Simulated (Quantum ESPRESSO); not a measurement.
# Al (Fm-3m) in Quantum ESPRESSO: a series of runs

Aim: see how the results for Al move with the level of theory and the settings. Levels: PBEsol, PBE+D2. Tasks: phonon dispersion, Wannier functions, phonons.

Program: Quantum ESPRESSO 7.5. These are calculated values, not measurements. Logs are shortened: lines on timing, memory, paths and dates and some standing lists are left out, and cuts for length are marked.

### 1 Starting point

It takes space group Fm-3m (No. 225, cubic). Conventional cell: a = 4.050 Å, b = 4.050 Å, c = 4.050 Å, α = 90.00°, β = 90.00°, γ = 90.00°. Al (site symmetry m-3m) has 12 Al at 2.86 Å as nearest neighbours.

### 2 Phonon dispersion, PBEsol

Input file pw.in:

```
&CONTROL
  calculation = 'scf'
  prefix = 'pwscf'
  outdir = './tmp'
  pseudo_dir = './pseudo'
  tprnfor = .true.
  tstress = .true.
  disk_io = 'low'
/
&SYSTEM
  ibrav = 0
  nat = 1
  ntyp = 1
  ecutwfc = 40
  nbnd = 6
  occupations = 'smearing'
  smearing = 'mv'
  degauss = 0.01999163
/
&ELECTRONS
  conv_thr = 2d-10
  electron_maxstep = 120
  mixing_beta = 0.5
/
ATOMIC_SPECIES
Al    26.9815 Al.upf
CELL_PARAMETERS angstrom
   0.0000000000    2.0248050000    2.0248050000
   2.0248050000    0.0000000000    2.0248050000
   2.0248050000    2.0248050000    0.0000000000
ATOMIC_POSITIONS crystal
Al     0.0000000000    0.0000000000    0.0000000000
K_POINTS automatic
12 12 12 0 0 0
```

Input file relax.in:

```
&CONTROL
  calculation = 'vc-relax'
  prefix = 'pwscf'
  outdir = './tmp'
  pseudo_dir = './pseudo'
  tprnfor = .true.
  tstress = .true.
  disk_io = 'low'
  nstep = 40
  forc_conv_thr = 0.0001
  etot_conv_thr = 1d-06
/
&SYSTEM
  ibrav = 0
  nat = 1
  ntyp = 1
  ecutwfc = 40
  nbnd = 6
  occupations = 'smearing'
  smearing = 'mv'
  degauss = 0.01999163
/
&ELECTRONS
  conv_thr = 2d-10
  electron_maxstep = 120
  mixing_beta = 0.5
/
&IONS
  ion_dynamics = 'bfgs'
/
&CELL
  cell_dynamics = 'bfgs'
  press = 0
  press_conv_thr = 0.2
/
ATOMIC_SPECIES
Al    26.9815 Al.upf
CELL_PARAMETERS angstrom
   0.0000000000    2.0248050000    2.0248050000
   2.0248050000    0.0000000000    2.0248050000
   2.0248050000    2.0248050000    0.0000000000
ATOMIC_POSITIONS crystal
Al     0.0000000000    0.0000000000    0.0000000000
K_POINTS automatic
12 12 12 0 0 0
```

Input file scf2.in:

```
&CONTROL
  calculation = 'scf'
  prefix = 'pwscf'
  outdir = './tmp'
  pseudo_dir = './pseudo'
  tprnfor = .true.
  tstress = .true.
  disk_io = 'low'
/
&SYSTEM
  ibrav = 0
  nat = 1
  ntyp = 1
  ecutwfc = 40
  nbnd = 6
  occupations = 'smearing'
  smearing = 'mv'
  degauss = 0.01999163
/
&ELECTRONS
  conv_thr = 1d-13
  electron_maxstep = 120
  mixing_beta = 0.5
  startingpot = 'file'
  startingwfc = 'file'
/
ATOMIC_SPECIES
Al    26.9815 Al.upf
CELL_PARAMETERS angstrom
   0.0000000000    2.0074044988    2.0074044988
   2.0074044988    0.0000000000    2.0074044988
   2.0074044988    2.0074044988    0.0000000000
ATOMIC_POSITIONS crystal
Al     0.0000000000    0.0000000000    0.0000000000
K_POINTS automatic
12 12 12 0 0 0
```

Input file ph.in:

```
phonon_bands of Al
&INPUTPH
  prefix = 'pwscf'
  outdir = './tmp'
  tr2_ph = 1d-16
  fildyn = 'dyn'
  niter_ph = 60
  alpha_mix(1) = 0.4
  ldisp = .true.
  nq1 = 4
  nq2 = 4
  nq3 = 4
/
```

Input file q2r.in:

```
&INPUT
  fildyn = 'dyn'
  zasr = 'crystal'
  flfrc = 'fc'
/
```

Input file matdyn.in:

```
&INPUT
  asr = 'crystal'
  flfrc = 'fc'
  flfrq = 'freq'
  q_in_cryst_coord = .true.
  flvec = ' '
/
80
 0.0000000000  0.0000000000  0.0000000000
 0.0454545455  0.0000000000  0.0454545455
 0.0909090909  0.0000000000  0.0909090909
 0.1363636364  0.0000000000  0.1363636364
 0.1818181818  0.0000000000  0.1818181818
 0.2272727273  0.0000000000  0.2272727273
 0.2727272727  0.0000000000  0.2727272727
 0.3181818182  0.0000000000  0.3181818182
 0.3636363636  0.0000000000  0.3636363636
 0.4090909091  0.0000000000  0.4090909091
 0.4545454545  0.0000000000  0.4545454545
 0.5000000000  0.0000000000  0.5000000000
 0.5000000000  0.0500000000  0.5500000000
 0.5000000000  0.1000000000  0.6000000000
 0.5000000000  0.1500000000  0.6500000000
 0.5000000000  0.2000000000  0.7000000000
 0.5000000000  0.2500000000  0.7500000000
 0.4687500000  0.2812500000  0.7500000000
 0.4375000000  0.3125000000  0.7500000000
 0.4062500000  0.3437500000  0.7500000000
 0.3750000000  0.3750000000  0.7500000000
 0.3461538462  0.3461538462  0.6923076923
 0.3173076923  0.3173076923  0.6346153846
 0.2884615385  0.2884615385  0.5769230769
 0.2596153846  0.2596153846  0.5192307692
 0.2307692308  0.2307692308  0.4615384615
 0.2019230769  0.2019230769  0.4038461538
 0.1730769231  0.1730769231  0.3461538462
 0.1442307692  0.1442307692  0.2884615385
 0.1153846154  0.1153846154  0.2307692308
 0.0865384615  0.0865384615  0.1730769231
 0.0576923077  0.0576923077  0.1153846154
 0.0288461538  0.0288461538  0.0576923077
 0.0000000000  0.0000000000  0.0000000000
 0.0454545455  0.0454545455  0.0454545455
 0.0909090909  0.0909090909  0.0909090909
 0.1363636364  0.1363636364  0.1363636364
 0.1818181818  0.1818181818  0.1818181818
 0.2272727273  0.2272727273  0.2272727273
 0.2727272727  0.2727272727  0.2727272727
 0.3181818182  0.3181818182  0.3181818182
 0.3636363636  0.3636363636  0.3636363636
 0.4090909091  0.4090909091  0.4090909091
 0.4545454545  0.4545454545  0.4545454545
 0.5000000000  0.5000000000  0.5000000000
 0.5178571429  0.4642857143  0.5178571429
 0.5357142857  0.4285714286  0.5357142857
 0.5535714286  0.3928571429  0.5535714286
 0.5714285714  0.3571428571  0.5714285714
 0.5892857143  0.3214285714  0.5892857143
 0.6071428571  0.2857142857  0.6071428571
 0.6250000000  0.2500000000  0.6250000000
 0.5937500000  0.2500000000  0.6562500000
 0.5625000000  0.2500000000  0.6875000000
 0.5312500000  0.2500000000  0.7187500000
 0.5000000000  0.2500000000  0.7500000000
 0.5000000000  0.2750000000  0.7250000000
 0.5000000000  0.3000000000  0.7000000000
 0.5000000000  0.3250000000  0.6750000000
 0.5000000000  0.3500000000  0.6500000000
 0.5000000000  0.3750000000  0.6250000000
 0.5000000000  0.4000000000  0.6000000000
 0.5000000000  0.4250000000  0.5750000000
 0.5000000000  0.4500000000  0.5500000000
 0.5000000000  0.4750000000  0.5250000000
 0.5000000000  0.5000000000  0.5000000000
 0.4861111111  0.4861111111  0.5277777778
 0.4722222222  0.4722222222  0.5555555556
 0.4583333333  0.4583333333  0.5833333333
 0.4444444444  0.4444444444  0.6111111111
 0.4305555556  0.4305555556  0.6388888889
 0.4166666667  0.4166666667  0.6666666667
 0.4027777778  0.4027777778  0.6944444444
 0.3888888889  0.3888888889  0.7222222222
 0.3750000000  0.3750000000  0.7500000000
 0.6250000000  0.2500000000  0.6250000000
 0.5937500000  0.1875000000  0.5937500000
 0.5625000000  0.1250000000  0.5625000000
 0.5312500000  0.0625000000  0.5312500000
 0.5000000000  0.0000000000  0.5000000000
```

Input file matdyn_dos.in:

```
&INPUT
  asr = 'crystal'
  flfrc = 'fc'
  dos = .true.
  fldos = 'phdos'
  nk1 = 18
  nk2 = 18
  nk3 = 18
  deltaE = 2
  flvec = ' '
  flfrq = ' '
/
```

Potentials or basis: PseudoDojo 0.4.1 SR PBEsol standard.

Run with:

```bash
OMP_NUM_THREADS=1 pw.x -in pw.in > pw.out
OMP_NUM_THREADS=1 pw.x -in relax.in > relax.out
OMP_NUM_THREADS=1 pw.x -in scf2.in > scf2.out
OMP_NUM_THREADS=1 ph.x -in ph.in > ph.out
OMP_NUM_THREADS=1 q2r.x -in q2r.in > q2r.out
OMP_NUM_THREADS=1 matdyn.x -in matdyn.in > matdyn.out
OMP_NUM_THREADS=1 matdyn.x -in matdyn_dos.in > matdyn_dos.out
```

pw.out:

```text
This program is part of the open-source Quantum ESPRESSO suite
     for quantum simulation of materials; please cite
         "P. Giannozzi et al., J. Phys.:Condens. Matter 21 395502 (2009);
         "P. Giannozzi et al., J. Phys.:Condens. Matter 29 465901 (2017);
         "P. Giannozzi et al., J. Chem. Phys. 152 154105 (2020);
     in publications or presentations arising from this work. More details at

     Message from routine setup:
     using ibrav=0 with symmetry is DISCOURAGED, use correct ibrav instead

     G-vector sticks info
     --------------------
     sticks:   dense  smooth     PW     G-vecs:    dense   smooth      PW
     Sum         313     313    109                 3839     3839     749

     Using Slab Decomposition

     bravais-lattice index     =            0
     lattice parameter (alat)  =       5.4112  a.u.
     unit-cell volume          =     112.0408 (a.u.)^3
     number of atoms/cell      =            1
     number of atomic types    =            1
     number of electrons       =         3.00
     number of Kohn-Sham states=            6
     kinetic-energy cutoff     =      40.0000  Ry
     charge density cutoff     =     160.0000  Ry
     scf convergence threshold =      2.0E-10
     mixing beta               =       0.5000
     number of iterations used =            8  plain     mixing
     Exchange-correlation= PBESOL
                           (   1   4  10   8   0   0   0)

     celldm(1)=   5.411243  celldm(2)=   0.000000  celldm(3)=   0.000000
     celldm(4)=   0.000000  celldm(5)=   0.000000  celldm(6)=   0.000000

     crystal axes: (cart. coord. in units of alat)
               a(1) = (   0.000000   0.707107   0.707107 )
               a(2) = (   0.707107   0.000000   0.707107 )
               a(3) = (   0.707107   0.707107   0.000000 )

     reciprocal axes: (cart. coord. in units 2 pi/alat)
               b(1) = ( -0.707107  0.707107  0.707107 )
               b(2) = (  0.707107 -0.707107  0.707107 )
               b(3) = (  0.707107  0.707107 -0.707107 )

     PseudoPot. # 1 for Al read from file:
     Al.upf
     Pseudo is Norm-conserving + core correction, Zval =  3.0
     Generated using ONCVPSP code by D. R. Hamann
     Using radial grid of 1876 points,  6 beta functions with:
                l(1) =   0
                l(2) =   0
                l(3) =   1
                l(4) =   1
                l(5) =   2
                l(6) =   2

     atomic species   valence    mass     pseudopotential
     Al                3.00    26.98150     Al( 1.00)

     48 Sym. Ops., with inversion, found

   Cartesian axes

     site n.     atom                  positions (alat units)
         1        Al     tau(   1) = (   0.0000000   0.0000000   0.0000000  )

     number of k points=    72  Marzari-Vanderbilt smearing, width (Ry)=  0.0200
                       cart. coord. in units 2pi/alat
        k(    1) = (   0.0000000   0.0000000   0.0000000), wk =   0.0011574
        k(    2) = (   0.0589256   0.0589256  -0.0589256), wk =   0.0092593
        k(    3) = (   0.1178511   0.1178511  -0.1178511), wk =   0.0092593
        k(    4) = (   0.1767767   0.1767767  -0.1767767), wk =   0.0092593
        k(    5) = (   0.2357023   0.2357023  -0.2357023), wk =   0.0092593
        k(    6) = (   0.2946278   0.2946278  -0.2946278), wk =   0.0092593
[... 64 lines left out ...]
        k(   71) = (  -0.7071068   0.2357023   0.0000000), wk =   0.0138889
        k(   72) = (  -0.7071068   0.3535534   0.0000000), wk =   0.0069444

     Dense  grid:     3839 G-vectors     FFT dimensions: (  24,  24,  24)

     Initial potential from superposition of free atoms

     starting charge       2.9977, renormalised to       3.0000
     Starting wfcs are    4 randomized atomic wfcs +    2 random wfcs

     Self-consistent Calculation

     iteration #  1     ecut=    40.00 Ry     beta= 0.50
     Davidson diagonalization with overlap
     ethr =  1.00E-02,  avg # of iterations =  6.0

     Threshold (ethr) on eigenvalues was too large:
     Diagonalizing with lowered threshold

     Davidson diagonalization with overlap
     ethr =  1.88E-04,  avg # of iterations =  3.4

     total energy              =      -4.64082468 Ry
     estimated scf accuracy    <       0.00559268 Ry

     iteration #  2     ecut=    40.00 Ry     beta= 0.50
     Davidson diagonalization with overlap
     ethr =  1.86E-04,  avg # of iterations =  1.0

     total energy              =      -4.64042655 Ry
     estimated scf accuracy    <       0.00121022 Ry

     iteration #  3     ecut=    40.00 Ry     beta= 0.50
     Davidson diagonalization with overlap
     ethr =  4.03E-05,  avg # of iterations =  1.8

     total energy              =      -4.64046649 Ry
     estimated scf accuracy    <       0.00000139 Ry

     iteration #  4     ecut=    40.00 Ry     beta= 0.50
     Davidson diagonalization with overlap
     c_bands:  1 eigenvalues not converged
     ethr =  4.64E-08,  avg # of iterations =  4.9

     total energy              =      -4.64046892 Ry
     estimated scf accuracy    <       0.00000002 Ry

     iteration #  5     ecut=    40.00 Ry     beta= 0.50
     Davidson diagonalization with overlap
     ethr =  6.24E-10,  avg # of iterations =  2.2

     total energy              =      -4.64046893 Ry
     estimated scf accuracy    <          1.8E-09 Ry

     iteration #  6     ecut=    40.00 Ry     beta= 0.50
     Davidson diagonalization with overlap
     ethr =  5.85E-11,  avg # of iterations =  1.4

     End of self-consistent calculation

          k = 0.0000 0.0000 0.0000 (   531 PWs)   bands (ev):

    -3.2807  20.3809  20.3809  21.7738  21.7738  21.7738

          k = 0.0589 0.0589-0.0589 (   495 PWs)   bands (ev):

    -3.0928  17.7636  19.7948  19.7948  22.4816  22.6472

          k = 0.1179 0.1179-0.1179 (   489 PWs)   bands (ev):

    -2.5309  14.4192  19.0898  19.0898  22.3141  23.7024
[... 91 lines left out ...]
    -0.1203   9.7669  12.8942  18.6661  20.6646  22.5292

          k = 0.0000-0.2357 0.2357 (   487 PWs)   bands (ev):

    -1.2897  12.2799  13.6652  20.1792  22.2051  22.3194

          k = 0.3536 0.0000 0.0000 (   480 PWs)   bands (ev):

    -1.0429  15.2769  15.2769  15.2832  16.0241  18.7219

          k = 0.4125 0.0589-0.0589 (   478 PWs)   bands (ev):

    -0.1210  12.4482  14.1673  14.7991  16.0637  19.2369

          k = 0.4714 0.1179-0.1179 (   472 PWs)   bands (ev):

     1.1589   9.6344  12.6381  14.6428  16.2229  21.2519
[... 43 lines left out ...]
     4.1498   7.2982  11.0843  13.5210  14.6561  17.9697

          k = 0.0000-0.5893 0.5893 (   474 PWs)   bands (ev):

     5.3603   6.6768   8.7440  13.7895  15.2798  20.4385

          k =-0.7071 0.0000 0.0000 (   468 PWs)   bands (ev):

     4.9006   6.2039  13.0751  13.3606  13.3606  16.7928

          k = 0.2357 0.1179 0.0000 (   484 PWs)   bands (ev):

    -2.0331  14.3495  15.4964  19.7550  20.3135  21.5611

          k = 0.2946 0.1768-0.0589 (   481 PWs)   bands (ev):

    -1.1044  11.6049  14.6211  18.5721  19.9307  22.8439

          k = 0.3536 0.2357-0.1179 (   479 PWs)   bands (ev):

     0.1858   8.7397  14.4118  17.0953  19.9018  22.6035

          k =-0.2946-0.4125 0.5303 (   475 PWs)   bands (ev):

     1.8274   6.1276  14.5626  15.9390  20.1087  21.5056

          k =-0.2357-0.3536 0.4714 (   468 PWs)   bands (ev):

     3.6986   3.9306  14.9253  15.2413  20.4762  20.8302

          k = 0.3536 0.1179 0.0000 (   481 PWs)   bands (ev):

    -0.7963  12.7441  13.9775  16.2716  18.2567  20.3121

          k = 0.4125 0.1768-0.0589 (   477 PWs)   bands (ev):

     0.3685  10.2205  13.2708  14.6648  18.7026  21.8403

          k =-0.2357-0.4714 0.5893 (   482 PWs)   bands (ev):

     1.8860   7.5708  13.1072  13.5362  18.9210  23.7871
[... 43 lines left out ...]
     4.6206   7.7477   8.8695  11.9780  17.3752  20.6730

          k =-0.0000-0.4714 0.5893 (   483 PWs)   bands (ev):

     6.0505   6.5634   7.5089  12.4309  18.0562  23.4842

          k =-0.7071 0.1179-0.0000 (   472 PWs)   bands (ev):

     5.1304   6.4454  10.6671  12.0277  16.2299  18.4961

          k =-0.2357-0.4714 0.7071 (   481 PWs)   bands (ev):

     1.6440   9.5109  10.9480  13.1470  20.5686  22.1555

          k =-0.1768-0.4125 0.6482 (   482 PWs)   bands (ev):

     3.2637   7.4407  10.5700  11.9767  21.3501  22.7817
[... 11 lines left out ...]
     5.5546   6.9648   8.7053  10.2442  20.9468  23.7614

          k = 0.0000-0.3536 0.5893 (   479 PWs)   bands (ev):

     4.9690   7.2025   8.6245  10.8958  21.7533  23.7655

          k =-0.7071 0.2357 0.0000 (   478 PWs)   bands (ev):

     5.8203   7.1509   8.5873  10.1309  19.6843  21.4755

          k =-0.7071 0.3536 0.0000 (   488 PWs)   bands (ev):

     6.9720   6.9720   7.9772   8.8785  23.5528  24.0306

     the Fermi energy is     7.6981 ev

!    total energy              =      -4.64046893 Ry
     estimated scf accuracy    <          2.8E-11 Ry
     smearing contrib. (-TS)   =       0.00001998 Ry
     internal energy E=F+TS    =      -4.64048891 Ry

     The total energy is F=E-TS. E is the sum of the following terms:
     one-electron contribution =       2.90620702 Ry
     hartree contribution      =       0.00723542 Ry
     xc contribution           =      -2.16184645 Ry
     ewald contribution        =      -5.39208490 Ry

     convergence has been achieved in   6 iterations

     Forces acting on atoms (cartesian axes, Ry/au):

     atom    1 type  1   force =     0.00000000    0.00000000    0.00000000

     Total force =     0.000000     Total SCF correction =     0.000000

     Computing stress (Cartesian axis) and pressure

          total   stress  (Ry/bohr**3)                   (kbar)     P=      -20.27
  -0.00013781   0.00000000   0.00000000          -20.27        0.00        0.00
   0.00000000  -0.00013781  -0.00000000            0.00      -20.27       -0.00
   0.00000000  -0.00000000  -0.00013781            0.00       -0.00      -20.27

=------------------------------------------------------------------------------=
   JOB DONE.
=------------------------------------------------------------------------------=
```

It took 12 min on 1 thread of Intel Xeon Platinum 8259CL at 2.50GHz (Skylake/Cascade Lake), shared host; peak memory 0.09 GiB.

Results:

```yaml
Free_energy: -63.1395 eV
Relaxed_volume: 16.18 Å³/atom
Relaxed_cell: a = 2.839 Å, b = 2.839 Å, c = 2.839 Å, α = 60.00°, β = 60.00°, γ = 60.00°
Space_group_after_relaxing_to_0.05_Å: Fm-3m (No. 225)
Pressure_after_relaxing: 0.0 GPa
Band_gap_on_the_k_mesh: none (metal or under the smearing width)
Highest_phonon_frequency: 349 cm⁻¹
Zero-point_energy: 0.040 eV/atom
```

Step by step:
```tsv
step	energy change (eV)	largest force (eV/Å)	pressure (GPa)	volume (Å³)
1	0.0000	0.0000	-2.03	16.60
2	-0.0017	0.0000	-1.24	16.43
3	-0.0027	0.0000	0.01	16.18
4	-0.0027	0.0000	0.01	16.18
```

Final structure:
```
Al
1.0
     0.00000    2.00740    2.00740
     2.00740    0.00000    2.00740
     2.00740    2.00740    0.00000
Al
1
Direct
  0.00000 0.00000 0.00000
```

Levels at points of the mesh, in eV from the Fermi level:
```
             k point  band 1  band 2  band 3  band 4  band 5
  (0.00, 0.00, 0.00)  -11.16   12.83   12.83   14.42   14.42
 (0.00, 0.00, -0.50)   -4.57   -4.29   11.65   11.65   11.69
(0.00, -0.50, -0.50)   -2.86   -1.50    5.38    5.78    5.78
```

Phonon frequencies in cm⁻¹ (negative: imaginary):
| q point | frequencies |
| --- | --- |
| (0.000, 0.000, 0.000) | 0 0 0 |
| (0.318, 0.000, 0.318) | 171 171 279 |
| (0.500, 0.150, 0.650) | 217 238 317 |
| (0.346, 0.346, 0.692) | 186 281 285 |
| (0.144, 0.144, 0.288) | 105 135 210 |
| (0.091, 0.091, 0.091) | 47 47 95 |
| (0.409, 0.409, 0.409) | 143 143 302 |
| (0.589, 0.321, 0.589) | 182 251 301 |
| (0.500, 0.275, 0.725) | 219 274 279 |
| (0.500, 0.450, 0.550) | 153 163 312 |
| (0.431, 0.431, 0.639) | 173 222 307 |
| (0.562, 0.125, 0.562) | 200 227 337 |

Phonon frequencies at the corners of the path (cm⁻¹, interpolated; i marks imaginary ones):
| point | frequencies |
| --- | --- |
| Γ | 0 0 0 |
| X | 204 204 349 |
| W | 222 276 276 |
| K | 192 267 304 |
| L | 146 146 312 |
| U | 192 267 304 |

Phonon states per cell in windows of 20 cm⁻¹ (negative: imaginary):
| from (cm⁻¹) | total |
| --- | --- |
| 0 | 0.00 |
| 20 | 0.00 |
| 40 | 0.01 |
| 60 | 0.02 |
| 80 | 0.04 |
| 100 | 0.08 |
| 120 | 0.14 |
| 140 | 0.29 |
| 160 | 0.38 |
| 180 | 0.42 |
| 200 | 0.33 |
| 220 | 0.20 |
| 240 | 0.20 |
| 260 | 0.16 |
| 280 | 0.34 |
| 300 | 0.32 |
| 320 | 0.05 |
| 340 | 0.01 |

Harmonic thermodynamics per atom at this volume (zero-point energy 40.0 meV, Debye temperature from the second moment 416 K):
```csv
T (K),free energy (meV),entropy (k_B),heat capacity Cv (k_B)
50,39.8,0.12,0.40
100,38.1,0.75,1.47
200,25.5,2.14,2.45
298.15,2.8,3.18,2.73
500,-66.2,4.64,2.90
800,-205.2,6.02,2.96
```

[end of part 1 of 3]
